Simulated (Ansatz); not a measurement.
Crystal: InSe.

```
CELL_PARAMETERS angstrom
4.04733 0.00000 0.00000
-2.02366 3.50509 0.00000
0.00000 0.00000 18.05206
ATOMIC_POSITIONS crystal
In 0.33333 0.66667 0.07739
In 0.33333 0.66667 0.92261
In 0.00000 0.00000 0.42261
In 0.00000 0.00000 0.57739
Se 0.33333 0.66667 0.35298
Se 0.33333 0.66667 0.64702
Se 0.66667 0.33333 0.14700
Se 0.66667 0.33333 0.85300
```

Measurements of this composition are mostly on another form, of space group No. 160.

```yaml
Program: Ansatz 0.2.0
Task: relaxation of cell and atoms
Functional: PBEsol
Potentials_or_basis: Ansatz PAW
Cutoff: "420 eV (not typed: the program's choice for these potentials)"
k_mesh: 8 × 8 × 2
Occupations: fermi-dirac, width 0.05 eV
Spin: no spin polarisation
```

At the start: volume 32.01 Å³/atom.

Where does the relaxation end?

It ends after 8 steps and the volume is 29.34 Å³/atom (-8.4 %); space group P-6m2 (No. 187, to 0.05 Å).

The path:
| step | energy change (eV) | largest force (eV/Å) | volume (Å³) |
| --- | --- | --- | --- |
| 1 | 0.0000 | 0.0609 | 256.09 |
| 2 | -0.0165 | 0.2263 | 241.82 |
| 3 | -0.0355 | 0.0083 | 243.81 |
| 4 | -0.0464 | 0.0284 | 240.48 |
| 5 | -0.0530 | 0.0028 | 236.94 |
| 6 | -0.0542 | 0.0052 | 233.80 |
| 7 | -0.0543 | 0.0011 | 234.68 |
| 8 | -0.0512 | 0.0009 | 234.68 |

Final structure:
```xyz
8
Lattice="4.0087 0.0000 0.0000 -2.0044 3.4717 0.0000 0.0000 0.0000 16.8630" Properties=species:S:1:pos:R:3 pbc="T T T"
In    0.0000    2.3144    1.3882
In    0.0000    2.3144   15.4748
In    0.0000    0.0000    7.0432
In    0.0000    0.0000    9.8198
Se    0.0000    2.3144    5.7660
Se    0.0000    2.3144   11.0970
Se    2.0044    1.1572    2.6655
Se    2.0044    1.1572   14.1975
```

Caveat: the plane-wave basis is chosen anew once the cell has moved, so the energies of steps on either side of that aren't comparable; this functional lacks dispersion, which binds the layers, so the pressure and a relaxed spacing across them are unreliable; the PAW data sets come from PBE, with cores solved anew for the run's functional, which leaves a small shift of forces and pressure.
